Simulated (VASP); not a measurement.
# Ta in VASP: further runs, part 2 of 2

VASP 6.6.1.

## Step 3: Core levels, LDA

INCAR reads:

```
SYSTEM = Ta
PREC     = Accurate       ! precision mode
ENCUT    = 520            ! plane-wave cutoff, eV
EDIFF    = 1E-7           ! SCF threshold, eV
ISMEAR   = 1              ! smearing method
SIGMA    = 0.1            ! smearing width, eV
LREAL    = .FALSE.        ! projectors in reciprocal space
LASPH    = .TRUE.         ! aspherical terms in the spheres
NELM     = 60             ! most SCF steps
ALGO     = Fast           ! electronic algorithm
ISIF     = 2              ! what is computed and relaxed
LWAVE    = .FALSE.        ! write WAVECAR
LCHARG   = .FALSE.        ! write CHGCAR
ICORELEVEL= 1            
KPAR     = 2
```

KPOINTS reads:

```
regular mesh
0
G
  10 10 1
  0 0 0
```

POSCAR reads:

```
Ta                                      
1.0
    4.6951890271      0.0000000000      0.0000000000
   -2.3475945135      4.0661529730      0.0000000000
    0.0000000000      0.0000000000     28.3760217028
  Ta            
    16
Direct
     0.0000000000000000    0.0000000000000000    0.2577378229201752
     0.6666666667000030    0.3333333332999970    0.2825938206238525
     0.3333333332999970    0.6666666667000030    0.3105279115237852
     0.0000000000000000    0.0000000000000000    0.3500419361243005
     0.6666666667000030    0.3333333332999970    0.3815792716891345
     0.3333333332999970    0.6666666667000030    0.4144041569205442
     0.0000000000000000    0.0000000000000000    0.4490366599964589
     0.6666666667000030    0.3333333332999970    0.4823422430283336
     0.3333333332999970    0.6666666667000030    0.5176577569716664
     0.0000000000000000    0.0000000000000000    0.5509633400035412
     0.6666666667000030    0.3333333332999970    0.5855958430794558
     0.3333333332999970    0.6666666667000030    0.6184207283108656
     0.0000000000000000    0.0000000000000000    0.6499580638756999
     0.6666666667000030    0.3333333332999970    0.6894720884762150
     0.3333333332999970    0.6666666667000030    0.7174061793761476
     0.0000000000000000    1.0000000000000000    0.7422621770798249
```

Potentials or basis: VASP PAW LDA potentials, release 64 (Ta_pv).

The run is started by

```
cat potpaw_LDA.64/Ta_pv/POTCAR > POTCAR
mpirun -np 2 vasp_std > vasp.out
```

OUTCAR:

```text
SYSTEM = Ta
   PREC = Accurate
   ENCUT = 520
   EDIFF = 1E-7
   ISMEAR = 1
   LREAL = .FALSE.
   LASPH = .TRUE.
   NELM = 60
   ISIF = 2

 ion  position               nearest neighbor table
   1  0.000  0.000  0.258-   4 2.62   2 2.80   2 2.80   2 2.80   3 3.10   3 3.10   3 3.10
   2  0.667  0.333  0.283-   1 2.80   1 2.80   1 2.80   5 2.81   3 2.82   3 2.82   3 2.82   4 3.32
                             4 3.32   4 3.32
   3  0.333  0.667  0.311-   2 2.82   2 2.82   2 2.82   4 2.93   4 2.93   4 2.93   6 2.95   1 3.10
                             1 3.10   1 3.10   5 3.38   5 3.38   5 3.38
   4  0.000  0.000  0.350-   1 2.62   7 2.81   5 2.85   5 2.85   5 2.85   3 2.93   3 2.93   3 2.93
                             6 3.27   6 3.27   6 3.27   2 3.32   2 3.32   2 3.32
   5  0.667  0.333  0.382-   2 2.81   4 2.85   4 2.85   4 2.85   8 2.86   6 2.87   6 2.87   6 2.87
                             7 3.32   7 3.32   7 3.32   3 3.38   3 3.38   3 3.38
   6  0.333  0.667  0.414-   5 2.87   5 2.87   5 2.87   7 2.88   7 2.88   7 2.88   9 2.93   3 2.95
                             4 3.27   4 3.27   4 3.27   8 3.33   8 3.33   8 3.33
   7  0.000  0.000  0.449-   4 2.81   8 2.87   8 2.87   8 2.87   6 2.88   6 2.88   6 2.88  10 2.89
                             5 3.32   5 3.32   5 3.32   9 3.34   9 3.34   9 3.34
   8  0.667  0.333  0.482-   5 2.86   7 2.87   7 2.87   7 2.87   9 2.89   9 2.89   9 2.89  11 2.93
                             6 3.33   6 3.33   6 3.33  10 3.34  10 3.34  10 3.34
   9  0.333  0.667  0.518-  12 2.86  10 2.87  10 2.87  10 2.87   8 2.89   8 2.89   8 2.89   6 2.93
                            11 3.33  11 3.33  11 3.33   7 3.34   7 3.34   7 3.34
  10  0.000  0.000  0.551-  13 2.81   9 2.87   9 2.87   9 2.87  11 2.88  11 2.88  11 2.88   7 2.89
                            12 3.32  12 3.32  12 3.32   8 3.34   8 3.34   8 3.34
  11  0.667  0.333  0.586-  12 2.87  12 2.87  12 2.87  10 2.88  10 2.88  10 2.88   8 2.93  14 2.95
                            13 3.27  13 3.27  13 3.27   9 3.33   9 3.33   9 3.33
  12  0.333  0.667  0.618-  15 2.81  13 2.85  13 2.85  13 2.85   9 2.86  11 2.87  11 2.87  11 2.87
                            10 3.32  10 3.32  10 3.32  14 3.38  14 3.38  14 3.38
  13  0.000  0.000  0.650-  16 2.62  10 2.81  12 2.85  12 2.85  12 2.85  14 2.93  14 2.93  14 2.93
                            11 3.27  11 3.27  11 3.27  15 3.32  15 3.32  15 3.32
  14  0.667  0.333  0.689-  15 2.82  15 2.82  15 2.82  13 2.93  13 2.93  13 2.93  11 2.95  16 3.10
                            16 3.10  16 3.10  12 3.38  12 3.38  12 3.38
  15  0.333  0.667  0.717-  16 2.80  16 2.80  16 2.80  12 2.81  14 2.82  14 2.82  14 2.82  13 3.32
                            13 3.32  13 3.32
  16  0.000  0.000  0.742-  13 2.62  15 2.80  15 2.80  15 2.80  14 3.10  14 3.10  14 3.10

  LATTYP: Found a hexagonal cell.
 ALAT       =     4.6951890271
 C/A-ratio  =     6.0436377618

  Lattice vectors:

 A1 = (   4.6951890271,   0.0000000000,   0.0000000000)
 A2 = (  -2.3475945135,   4.0661529730,   0.0000000000)
 A3 = (   0.0000000000,   0.0000000000,  28.3760217028)

Analysis of symmetry for initial positions (statically):
=====================================================================
 Subroutine PRICEL returns:
 Original cell was already a primitive cell.

 Routine SETGRP: Setting up the symmetry group for a
 hexagonal supercell.

 Subroutine GETGRP returns: Found 12 space group operations
 (whereof 12 operations were pure point group operations)
 out of a pool of 24 trial point group operations.

The static configuration has the point symmetry D_3d.

Analysis of symmetry for dynamics (positions and initial velocities):
=====================================================================
 Subroutine PRICEL returns:
 Original cell was already a primitive cell.

 Routine SETGRP: Setting up the symmetry group for a
[... 152 lines left out ...]
   LEPSILON=     F    determine dielectric tensor
   LRPA    =     F    only Hartree local field effects (RPA)
 non-spin polarized calculation
 RMM-DIIS sequential band-by-band and
 Methfessel and Paxton  Order N= 1 SIGMA  =   0.10
  energy-cutoff  :      520.00
  volume of cell :      541.74
 maximum number of plane-waves:     14607
 NGX is ok and might be reduce to    36
   NGX = 17   NGY = 17   NGZ =105

 number of electron     175.9999971 magnetization

 Free energy of the ion-electron system (eV)
  ---------------------------------------------------
  ext. energy  EPLUGINS =         0.00000000
  ---------------------------------------------------
  free energy    TOTEN  =      -197.53993115 eV

  energy without entropy =     -197.54935527  energy(sigma->0) =     -197.54307252

 the core state eigenenergies are
   1-  1s -66877.3763  2s -11497.4582  2p -10090.2983  3s  -2629.8562  3p  -2210.3856
       3d  -1719.0617  4s   -530.1486  4p   -392.1980  4d   -215.1340  4f    -18.6463
       5s    -66.2158
   2-  1s -66876.7128  2s -11496.8228  2p -10089.6600  3s  -2629.2368  3p  -2209.7660
       3d  -1718.4413  4s   -529.5530  4p   -391.6049  4d   -214.5446  4f    -18.0701
       5s    -65.6893
   3-  1s -66877.0928  2s -11497.2351  2p -10090.0697  3s  -2629.6387  3p  -2210.1676
       3d  -1718.8470  4s   -529.9383  4p   -391.9886  4d   -214.9273  4f    -18.4420
       5s    -66.0176
   4-  1s -66876.5525  2s -11496.6978  2p -10089.5315  3s  -2629.1231  3p  -2209.6520
       3d  -1718.3279  4s   -529.4554  4p   -391.5092  4d   -214.4517  4f    -17.9842
       5s    -65.6295
   5-  1s -66876.5393  2s -11496.6747  2p -10089.5094  3s  -2629.0920  3p  -2209.6210
       3d  -1718.2975  4s   -529.4121  4p   -391.4646  4d   -214.4054  4f    -17.9321
       5s    -65.5551
   6-  1s -66876.7868  2s -11496.9323  2p -10089.7664  3s  -2629.3436  3p  -2209.8725
       3d  -1718.5508  4s   -529.6548  4p   -391.7063  4d   -214.6465  4f    -18.1673
[... 17 lines left out ...]
       3d  -1718.2975  4s   -529.4121  4p   -391.4646  4d   -214.4054  4f    -17.9321
       5s    -65.5551
  13-  1s -66876.5525  2s -11496.6978  2p -10089.5315  3s  -2629.1231  3p  -2209.6520
       3d  -1718.3279  4s   -529.4554  4p   -391.5092  4d   -214.4517  4f    -17.9842
       5s    -65.6295
  14-  1s -66877.0928  2s -11497.2351  2p -10090.0697  3s  -2629.6387  3p  -2210.1676
       3d  -1718.8470  4s   -529.9383  4p   -391.9886  4d   -214.9273  4f    -18.4420
       5s    -66.0176
  15-  1s -66876.7128  2s -11496.8228  2p -10089.6600  3s  -2629.2368  3p  -2209.7660
       3d  -1718.4413  4s   -529.5530  4p   -391.6049  4d   -214.5446  4f    -18.0701
       5s    -65.6893
  16-  1s -66877.3763  2s -11497.4582  2p -10090.2983  3s  -2629.8562  3p  -2210.3856
       3d  -1719.0617  4s   -530.1486  4p   -392.1980  4d   -215.1340  4f    -18.6463
       5s    -66.2158

 E-fermi :   1.0332     XC(G=0):  -7.6340

 val. band max:        1.0299970809   @ k =   0.3000   0.2000   0.0000
 cond. band min:       1.0394495105   @ k =   0.2000   0.2000   0.0000
 fundamental gap:      0.0094524296
 Fermi energy:         1.0331802469

 k-point     1 :       0.0000    0.0000    0.0000
  band No.  band energies     occupation
      1     -33.2610      2.00000
      2     -33.2560      2.00000
      3     -33.0594      2.00000
      4     -33.0594      2.00000
      5     -33.0594      2.00000
      6     -33.0594      2.00000
[... 233 lines left out ...]
     24     -32.5090      2.00000
     25     -32.4967      2.00000

------------------------ aborting loop because EDIFF is reached ----------------------------------------

  FORCE on cell =-STRESS in cart. coord.  units (eV):
  Direction    XX          YY          ZZ          XY          YZ          ZX
  --------------------------------------------------------------------------------------
  -------------------------------------------------------------------------------------
  Total      -23.3453040    -23.3453040    -18.2765111     -0.0000000      0.0000000      0.0000000
  in kB      -69.0433433    -69.0433433    -54.0524738     -0.0000000      0.0000000      0.0000000
  external PRESSURE =     -64.0463868 kB  Pullay stress =       0.0000000 kB

 VOLUME and BASIS-vectors are now :
 -----------------------------------------------------------------------------
  energy-cutoff  :      520.00
  volume of cell :      541.74
      direct lattice vectors                 reciprocal lattice vectors
     4.695189027  0.000000000  0.000000000     0.212983970  0.122966353  0.000000000
    -2.347594513  4.066152973  0.000000000     0.000000000  0.245932705  0.000000000
     0.000000000  0.000000000 28.376021703     0.000000000  0.000000000  0.035241022

 POSITION                                       TOTAL-FORCE (eV/Angst)
 -----------------------------------------------------------------------------------
      0.00000      0.00000      7.31357        -0.000000     -0.000000      0.886857
      2.34759      1.35538      8.01889         0.000000      0.000000      0.408740
     -0.00000      2.71077      8.81155         0.000000     -0.000000      0.186344
      0.00000      0.00000      9.93280        -0.000000     -0.000000     -0.071216
      2.34759      1.35538     10.82770        -0.000000      0.000000     -0.032116
     -0.00000      2.71077     11.75914        -0.000000     -0.000000     -0.018966
[... 8 lines left out ...]
     -0.00000      2.71077     20.35713         0.000000      0.000000     -0.408740
      0.00000      0.00000     21.06245        -0.000000      0.000000     -0.886857
 -----------------------------------------------------------------------------------
    total drift:                               -0.000000      0.000000      0.000000

  FREE ENERGIE OF THE ION-ELECTRON SYSTEM (eV)
  ---------------------------------------------------
  free  energy   TOTEN  =      -197.5399311465 eV

  energy  without entropy=     -197.5493552694  energy(sigma->0) =     -197.54307252
```

Wall time 22 min (2 MPI ranks of Intel Xeon Platinum 8488C (Sapphire Rapids), shared host); peak memory 0.75 GiB.

Results:

```
Free energy            : -197.5399 eV
Largest force          : 0.887 eV/Å
Band gap on the k mesh : none (metal or under the smearing width)
```

Forces on the atoms (eV/Å):
```
Ta   0.000  0.000  0.887
Ta   0.000  0.000  0.409
Ta   0.000  0.000  0.186
Ta   0.000  0.000 -0.071
Ta   0.000  0.000 -0.032
Ta   0.000  0.000 -0.019
Ta   0.000  0.000 -0.041
Ta   0.000  0.000 -0.021
Ta   0.000  0.000  0.021
Ta   0.000  0.000  0.041
Ta   0.000  0.000  0.019
Ta   0.000  0.000  0.032
Ta   0.000  0.000  0.071
Ta   0.000  0.000 -0.186
Ta   0.000  0.000 -0.409
Ta   0.000  0.000 -0.887
```

Levels at points of the mesh, in eV from the Fermi level:
| k point | band 84 | band 85 | band 86 | band 87 | band 88 | band 89 | band 90 | band 91 |
| --- | --- | --- | --- | --- | --- | --- | --- | --- |
| (0.00, 0.00, 0.00) | -0.78 | -0.41 | -0.41 | -0.29 | -0.10 | 0.03 | 0.03 | 0.04 |
| (0.50, 0.00, 0.00) | -0.71 | -0.52 | -0.44 | -0.33 | -0.29 | -0.09 | 0.20 | 0.40 |

Core levels (eV, on the scale of the bands):
```
atom                                                                                                                          levels
1 Ta  1s -66877.4, 2s -11497.5, 2p -10090.3, 3s -2629.9, 3p -2210.4, 3d -1719.1, 4s -530.1, 4p -392.2, 4d -215.1, 4f -18.6, 5s -66.2
2 Ta  1s -66876.7, 2s -11496.8, 2p -10089.7, 3s -2629.2, 3p -2209.8, 3d -1718.4, 4s -529.6, 4p -391.6, 4d -214.5, 4f -18.1, 5s -65.7
3 Ta  1s -66877.1, 2s -11497.2, 2p -10090.1, 3s -2629.6, 3p -2210.2, 3d -1718.8, 4s -529.9, 4p -392.0, 4d -214.9, 4f -18.4, 5s -66.0
4 Ta  1s -66876.6, 2s -11496.7, 2p -10089.5, 3s -2629.1, 3p -2209.7, 3d -1718.3, 4s -529.5, 4p -391.5, 4d -214.5, 4f -18.0, 5s -65.6
5 Ta  1s -66876.5, 2s -11496.7, 2p -10089.5, 3s -2629.1, 3p -2209.6, 3d -1718.3, 4s -529.4, 4p -391.5, 4d -214.4, 4f -17.9, 5s -65.6
6 Ta  1s -66876.8, 2s -11496.9, 2p -10089.8, 3s -2629.3, 3p -2209.9, 3d -1718.6, 4s -529.7, 4p -391.7, 4d -214.6, 4f -18.2, 5s -65.8
```

The run has no spin-orbit coupling, so splittings on Ta are missing.
